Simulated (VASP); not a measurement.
# KCl (I4/mmm) in VASP: settings compared

Aim: see how the results for KCl move with the level of theory and the settings. Levels: r2SCAN, PBE. Tasks: single point.

All numbers are computed with VASP 6.6.1; they aren't measurements. Logs are shortened: lines on timing, memory, paths and dates and some standing lists are left out, and cuts for length are marked.

### 1 The cell of the first run

Symmetry: I4/mmm, No. 139, tetragonal system. The conventional cell has a = 4.447 Å, b = 4.447 Å, c = 6.548 Å, α = 90.00°, β = 90.00°, γ = 90.00°. Around K (site symmetry 4/mmm) lie 6 Cl at 3.14 to 3.27 Å. Cl (site symmetry 4/mmm) has 6 K at 3.14 to 3.27 Å as nearest neighbours.

The cell was built by a generator and needn't be a form met in nature.

### 2 Single point, r2SCAN (uniaxial_z strain +4.1%)

File POSCAR:

```
KCl
1.0
    0.0000000000      3.1448482518      3.2741015149
    3.1448482518      0.0000000000      3.2741015149
    3.1448482518      3.1448482518      0.0000000000
K Cl
1 1
Direct
    0.0000000000      0.0000000000      0.0000000000
    0.5000000000      0.5000000000      0.5000000000
```

File INCAR.step1:

```
SYSTEM = KCl
ALGO     = Normal         ! electronic algorithm
EDIFF    = 1E-4           ! SCF threshold, eV
ENCUT    = 520            ! plane-wave cutoff, eV
GGA      = PE             ! functional
ISMEAR   = 0              ! smearing method
LASPH    = .True.         ! aspherical terms in the spheres
LCHARG   = .False.        ! write CHGCAR
LREAL    = .False.        ! projectors in reciprocal space
LWAVE    = .True.         ! write WAVECAR
NBANDS   = 15             ! bands
NELM     = 100            ! most SCF steps
PREC     = Accurate       ! precision mode
SIGMA    = 0.01           ! smearing width, eV
```

File INCAR.step2:

```
SYSTEM = KCl
ALGO     = Normal         ! electronic algorithm
EDIFF    = 1E-6           ! SCF threshold, eV
ENCUT    = 520            ! plane-wave cutoff, eV
ISIF     = 2              ! what is computed and relaxed
ISMEAR   = 0              ! smearing method
ISTART   = 1            
LASPH    = .True.         ! aspherical terms in the spheres
LCHARG   = .False.        ! write CHGCAR
LMIXTAU  = .True.       
LREAL    = .False.        ! projectors in reciprocal space
LWAVE    = .False.        ! write WAVECAR
METAGGA  = R2SCAN         ! meta-GGA
NBANDS   = 15             ! bands
NELM     = 100            ! most SCF steps
PREC     = Accurate       ! precision mode
SIGMA    = 0.01           ! smearing width, eV
```

File KPOINTS:

```
k-points
0
Gamma
  8 8 8
  0 0 0
```

Potentials or basis: VASP PAW PBE potentials, release 64 (K_sv, Cl).

Command:

```console
cat potpaw_PBE.64/K_sv/POTCAR potpaw_PBE.64/Cl/POTCAR > POTCAR
cp INCAR.step1 INCAR
mpirun -np 1 vasp_std > vasp.out
cp INCAR.step2 INCAR
mpirun -np 1 vasp_std > vasp.out
```

OUTCAR:

```text
SYSTEM = KCl
   EDIFF = 1E-6
   ENCUT = 520
   ISIF = 2
   ISMEAR = 0
   ISTART = 1
   LASPH = .True.
   LREAL = .False.
   METAGGA = R2SCAN
   NELM = 100
   PREC = Accurate

 ion  position               nearest neighbor table
   1  0.000  0.000  0.000-   2 3.14   2 3.14   2 3.14   2 3.14
   2  0.500  0.500  0.500-   1 3.14   1 3.14   1 3.14   1 3.14

  LATTYP: Found a body centered tetragonal cell.
 ALAT       =     4.4474870493
 C/A-ratio  =     1.4723377398

  Lattice vectors:

 A1 = (  -3.1448482518,   0.0000000000,   3.2741015149)
 A2 = (   3.1448482518,   0.0000000000,   3.2741015149)
 A3 = (   0.0000000000,   3.1448482518,  -3.2741015149)

Analysis of symmetry for initial positions (statically):
=====================================================================
 Subroutine PRICEL returns:
 Original cell was already a primitive cell.

 Routine SETGRP: Setting up the symmetry group for a
 body centered tetragonal supercell.

 Subroutine GETGRP returns: Found 16 space group operations
 (whereof 16 operations were pure point group operations)
 out of a pool of 16 trial point group operations.

The static configuration has the point symmetry D_4h.

Analysis of symmetry for dynamics (positions and initial velocities):
=====================================================================
 Subroutine PRICEL returns:
 Original cell was already a primitive cell.

 Routine SETGRP: Setting up the symmetry group for a
 body centered tetragonal supercell.

 Subroutine GETGRP returns: Found 16 space group operations
 (whereof 16 operations were pure point group operations)
 out of a pool of 16 trial point group operations.

The dynamic configuration has the point symmetry D_4h.

 Subroutine INISYM returns: Found 16 space group operations
 (whereof 16 operations are pure point group operations),
 and found     1 'primitive' translations

----------------------------------------------------------------------------------------

                                     Primitive cell

  volume of cell :      64.7622

  direct lattice vectors                    reciprocal lattice vectors
     0.000000000  3.144848252  3.274101515    -0.158990183  0.158990183  0.152713652
     3.144848252  0.000000000  3.274101515     0.158990183 -0.158990183  0.152713652
     3.144848252  3.144848252  0.000000000     0.158990183  0.158990183 -0.152713652

  length of vectors
     4.539802998  4.539802998  4.447487049     0.271803636  0.271803636  0.271803636

  position of ions in fractional coordinates (direct lattice)
     0.000000000  0.000000000  0.000000000
     0.500000000  0.500000000  0.500000000

  ion indices of the primitive-cell ions
   primitive index   ion index
                 1           1
                 2           2

----------------------------------------------------------------------------------------

 KPOINTS: k-points

Automatic generation of k-mesh.
 Grid dimensions read from file:
 generate k-points for:    8    8    8

 Generating k-lattice:

  Cartesian coordinates                     Fractional coordinates (reciprocal lattice)
    -0.019873773  0.019873773  0.019089207     0.125000000  0.000000000  0.000000000
     0.019873773 -0.019873773  0.019089207     0.000000000  0.125000000  0.000000000
     0.019873773  0.019873773 -0.019089207     0.000000000  0.000000000  0.125000000

  Length of vectors
     0.033975454  0.033975454  0.033975454

  Shift w.r.t. Gamma in fractional coordinates (k-lattice)
     0.000000000  0.000000000  0.000000000

 Subroutine IBZKPT returns following result:
 ===========================================

 Found     59 irreducible k-points:

 Following reciprocal coordinates:
            Coordinates               Weight
  0.000000  0.000000  0.000000      1.000000
  0.125000  0.000000  0.000000      8.000000
  0.250000  0.000000  0.000000      8.000000
  0.375000  0.000000  0.000000      8.000000
  0.500000  0.000000  0.000000      4.000000
  0.125000  0.125000  0.000000      2.000000
[... 16 lines left out ...]
  0.250000  0.000000  0.125000     16.000000
  0.375000  0.000000  0.125000     16.000000
 [... further k-points ...]
   k-points           NKPTS =     59   k-points in BZ     NKDIM =     59   number of bands    NBANDS=     15
   number of dos      NEDOS =    301   number of ions     NIONS =      2
   total plane-waves  NPLWV =  46656
   dimension x,y,z NGX =    36 NGY =   36 NGZ =   36
   dimension x,y,z NGXF=    72 NGYF=   72 NGZF=   72
   ions per type =               1   1
   NGX,Y,Z   is equivalent  to a cutoff of  13.18, 13.18, 13.46 a.u.
   NGXF,Y,Z  is equivalent  to a cutoff of  26.37, 26.37, 26.91 a.u.
 SYSTEM =  KCl
   PREC   = accura    normal or accurate (medium, high low for compatibility)
   ISTART =      1    job   : 0-new  1-cont  2-samecut
   ICHARG =      0    charge: 1-file 2-atom 10-const
   ISPIN  =      1    spin polarized calculation?
   LNONCOLLINEAR =      F non collinear calculations
   LSORBIT =      F    spin-orbit coupling
   LASPH  =      T    aspherical Exc in radial PAW
   ENCUT  =  520.0 eV  38.22 Ry    6.18 a.u.   8.44  8.44  8.27*2*pi/ulx,y,z
   NELM   =    100;   NELMIN=  2; NELMDL=  0     # of ELM steps
   EDIFF  = 0.1E-05   stopping-criterion for ELM
   LREAL  =      F    real-space projection
   EDIFFG = 0.1E-04   stopping-criterion for IOM
   NSW    =      0    number of steps for IOM
   IBRION =     -1    ionic relax: 0-MD 1-quasi-New 2-CG
   NFREE  =      0    steps in history (QN), initial steepest desc. (CG)
   ISIF   =      2    stress and relaxation
   ISYM   =      2    0-nonsym 1-usesym 2-fastsym
   POTIM  = 0.5000    time-step for ionic-motion
   TEBEG  =    0.0;   TEEND  =   0.0 temperature during run
   PSTRESS=    0.0 pullay stress
   NELECT =      16.0000    total number of electrons
   NUPDOWN=      -1.0000    fix difference up-down
   EMIN   =  10.00;   EMAX   =-10.00  energy-range for DOS
   EFERMI =   0.00;   METHOD = LEGACY
   ISMEAR =     0;   SIGMA  =   0.01  broadening in eV -4-tet -1-fermi 0-gaus
   EFERMI_NEDOS =   21; number of points for ismear=-14 and -15
   IALGO  =     38    algorithm
   IMIX   =      4    mixing-type and parameters
     AMIX     =   0.40;   BMIX     =  1.00
     AMIX_MAG =   1.60;   BMIX_MAG =  1.00
  volume/ion in A,a.u.               =      32.38       218.52
  Fermi-wavevector in a.u.,A,eV,Ry     =   1.027246  1.941213 14.357325  1.055234
  Thomas-Fermi vector in A             =   2.161181
   LORBIT       =      0    0 simple, 1 ext, 2 COOP (PROOUT), +10 PAW based schemes
   METAGGA = R2SCAN    functional components
   LHFCALC =     F    Hartree Fock is set to
   AEXX    =    0.0000 exact exchange contribution
   IVDW    =     0    specifies the selected vdW correction
   LEPSILON=     F    determine dielectric tensor
   LRPA    =     F    only Hartree local field effects (RPA)
 non-spin polarized calculation
 Gauss-broadening in eV      SIGMA  =   0.01
  energy-cutoff  :      520.00
  volume of cell :       64.76
 maximum number of plane-waves:      1769
 NGX is ok and might be reduce to    36
   NGX = 17   NGY = 17   NGZ = 17

 number of electron      15.9999999 magnetization

 Free energy of the ion-electron system (eV)
  ---------------------------------------------------
  ext. energy  EPLUGINS =         0.00000000
  ---------------------------------------------------
  free energy    TOTEN  =       -16.49485863 eV

  energy without entropy =      -16.49485863  energy(sigma->0) =      -16.49485863

 E-fermi :  -2.3050     XC(G=0):  -7.7783

 val. band max:       -2.4045237947   @ k =   0.0000   0.0000   0.0000
 cond. band min:       3.2777935594   @ k =   0.0000   0.0000   0.0000
 fundamental gap:      5.6823173541
 Fermi energy:        -2.3049983405

 k-point     1 :       0.0000    0.0000    0.0000
  band No.  band energies     occupation
      1     -30.7738      2.00000
      2     -15.0415      2.00000
      3     -13.4714      2.00000
      4     -13.4615      2.00000
      5     -13.4615      2.00000
      6      -2.4263      2.00000
      7      -2.4045      2.00000
      8      -2.4045      2.00000
      9       3.2778      0.00000
     10       6.4414      0.00000
     11       6.6910      0.00000
     12       6.6910      0.00000
     13       7.5370      0.00000
     14       7.7223      0.00000
     15      10.8204      0.00000

 k-point     2 :       0.1250    0.0000    0.0000
  band No.  band energies     occupation
      1     -30.7725      2.00000
      2     -15.0660      2.00000
      3     -13.4719      2.00000
      4     -13.4618      2.00000
      5     -13.4304      2.00000
      6      -2.5845      2.00000
      7      -2.4638      2.00000
      8      -2.4509      2.00000
      9       3.6368      0.00000
     10       6.4267      0.00000
     11       6.7509      0.00000
     12       6.8827      0.00000
     13       7.7397      0.00000
     14       7.9345      0.00000
     15      11.4384      0.00000

 k-point     3 :       0.2500    0.0000    0.0000
  band No.  band energies     occupation
      1     -30.7695      2.00000
      2     -15.1218      2.00000
      3     -13.4765      2.00000
      4     -13.4624      2.00000
      5     -13.3549      2.00000
      6      -2.9522      2.00000
      7      -2.5680      2.00000
      8      -2.5592      2.00000
      9       4.4941      0.00000
     10       6.2968      0.00000
     11       7.2951      0.00000
     12       7.4296      0.00000
     13       8.2983      0.00000
     14       8.5211      0.00000
     15      11.7587      0.00000
[... 343 lines left out ...]
 k-point    23 :       0.2500    0.0000    0.1250
  band No.  band energies     occupation
      1     -30.7695      2.00000
      2     -15.1060      2.00000
      3     -13.4831      2.00000
      4     -13.4731      2.00000
      5     -13.3633      2.00000
      6      -2.9148      2.00000
      7      -2.5490      2.00000
      8      -2.5285      2.00000
      9       4.3848      0.00000
     10       5.9270      0.00000
     11       7.4061      0.00000
     12       7.6100      0.00000
     13       8.0324      0.00000
     14       8.6535      0.00000
     15      11.9872      0.00000

 k-point    24 :       0.3750    0.0000    0.1250
  band No.  band energies     occupation
      1     -30.7666      2.00000
      2     -15.1424      2.00000
      3     -13.4877      2.00000
      4     -13.4733      2.00000
      5     -13.3181      2.00000
      6      -3.1721      2.00000
      7      -2.6714      2.00000
      8      -2.6283      2.00000
      9       5.2349      0.00000
     10       6.0344      0.00000
     11       8.0719      0.00000
     12       8.3739      0.00000
     13       8.6384      0.00000
     14       9.1434      0.00000
     15      10.8366      0.00000

 [... further k-points ...]

------------------------ aborting loop because EDIFF is reached ----------------------------------------

  FORCE on cell =-STRESS in cart. coord.  units (eV):
  Direction    XX          YY          ZZ          XY          YZ          ZX
  --------------------------------------------------------------------------------------
  -------------------------------------------------------------------------------------
  Total       -0.0880499     -0.0880499     -0.5813484      0.0000000      0.0000000      0.0000000
  in kB       -2.1783015     -2.1783015    -14.3822081      0.0000000      0.0000000      0.0000000
  external PRESSURE =      -6.2462703 kB  Pullay stress =       0.0000000 kB

 VOLUME and BASIS-vectors are now :
 -----------------------------------------------------------------------------
  energy-cutoff  :      520.00
  volume of cell :       64.76
      direct lattice vectors                 reciprocal lattice vectors
     0.000000000  3.144848252  3.274101515    -0.158990183  0.158990183  0.152713652
     3.144848252  0.000000000  3.274101515     0.158990183 -0.158990183  0.152713652
     3.144848252  3.144848252  0.000000000     0.158990183  0.158990183 -0.152713652

 POSITION                                       TOTAL-FORCE (eV/Angst)
 -----------------------------------------------------------------------------------
      0.00000      0.00000      0.00000         0.000000      0.000000      0.000000
      3.14485      3.14485      3.27410        -0.000000     -0.000000      0.000000
 -----------------------------------------------------------------------------------
    total drift:                                0.000000      0.000000      0.000000

  FREE ENERGIE OF THE ION-ELECTRON SYSTEM (eV)
  ---------------------------------------------------
  free  energy   TOTEN  =       -16.4948586321 eV

  energy  without entropy=      -16.4948586321  energy(sigma->0) =      -16.49485863
```

Run time: 2.1 min. Hardware: 1 thread of Intel Xeon Platinum 8488C (Sapphire Rapids), shared host; peak memory 0.24 GiB.

Results:

- Free energy: -16.4949 eV
- Pressure: -0.6 GPa
- Band gap on the k mesh: 5.68 eV, direct

Stress tensor (GPa, compression positive):
```
-0.22  0.00  0.00
 0.00 -0.22  0.00
 0.00  0.00 -1.44
```

Levels at points of the mesh, in eV from the valence-band top:
```csv
k point,band 4,band 5,band 6,band 7,band 8,band 9,band 10,band 11,band 12,band 13
"(0.00, 0.00, 0.00)",-11.06,-11.06,-0.02,0.00,0.00,5.68,8.85,9.10,9.10,9.94
"(0.50, 0.00, 0.00)",-11.06,-10.85,-0.99,-0.30,-0.30,8.01,9.07,11.17,11.22,11.87
"(0.50, 0.50, 0.00)",-11.10,-11.10,-0.68,-0.19,-0.19,7.10,9.01,10.28,10.98,11.39
"(0.50, 0.00, 0.50)",-11.11,-11.11,-0.63,-0.24,-0.24,7.04,9.04,10.53,11.07,11.41
```

Caveat: the PAW data sets were made with another functional, which shifts forces and pressure a little.

### 3 Single point, PBE (epitaxial_xy strain -6.0%)

File INCAR:

```
SYSTEM = KCl
PREC     = Accurate       ! precision mode
ENCUT    = 520            ! plane-wave cutoff, eV
EDIFF    = 1E-6           ! SCF threshold, eV
ISMEAR   = -1             ! smearing method
SIGMA    = 0.02           ! smearing width, eV
LREAL    = .False.        ! projectors in reciprocal space
LASPH    = .True.         ! aspherical terms in the spheres
NELM     = 60             ! most SCF steps
ALGO     = Fast           ! electronic algorithm
ISIF     = 2              ! what is computed and relaxed
LWAVE    = .False.        ! write WAVECAR
LCHARG   = .True.         ! write CHGCAR
GGA      = PE             ! functional
LELF     = .True.         ! ELF
LVHAR    = .True.       
NBANDS   = 15             ! bands
```

File KPOINTS:

```
Automatic mesh
0
Gamma
  8 8 8
  0 0 0
```

File POSCAR:

```
KCl
1.0
    0.0000000000      2.9571008111      3.2009935677
    2.9571008111      0.0000000000      3.2009935677
    2.9571008111      2.9571008111      0.0000000000
K Cl
1 1
Direct
    0.0000000000      0.0000000000      0.0000000000
    0.5000000000      0.5000000000      0.5000000000
```

Potentials or basis: VASP PAW PBE potentials, release 64 (K_sv, Cl).

Command:

```console
cat potpaw_PBE.64/K_sv/POTCAR potpaw_PBE.64/Cl/POTCAR > POTCAR
mpirun -np 1 vasp_std > vasp.out
```

It took 26 s on 1 thread of Intel Xeon Platinum 8488C (Sapphire Rapids), shared host; peak memory 0.19 GiB.

Results (log left out):

```
Free energy            : -6.6781 eV
Pressure               : 4.0 GPa
Band gap on the k mesh : 5.50 eV, direct
```

Stress tensor (GPa, compression positive):
```
5.55 0.00 0.00
0.00 5.55 0.00
0.00 0.00 0.94
```

Levels at points of the mesh, in eV from the valence-band top:
```tsv
k point	band 6	band 7	band 8	band 9	band 10	band 11
(0.00, 0.00, 0.00)	-0.09	0.00	0.00	5.50	8.03	8.58
(0.50, 0.00, 0.00)	-1.30	-0.47	-0.46	7.85	8.95	10.84
(0.50, 0.50, 0.00)	-0.86	-0.19	-0.19	6.45	8.83	10.28
(0.50, 0.00, 0.50)	-0.69	-0.33	-0.29	6.36	8.81	10.54
```
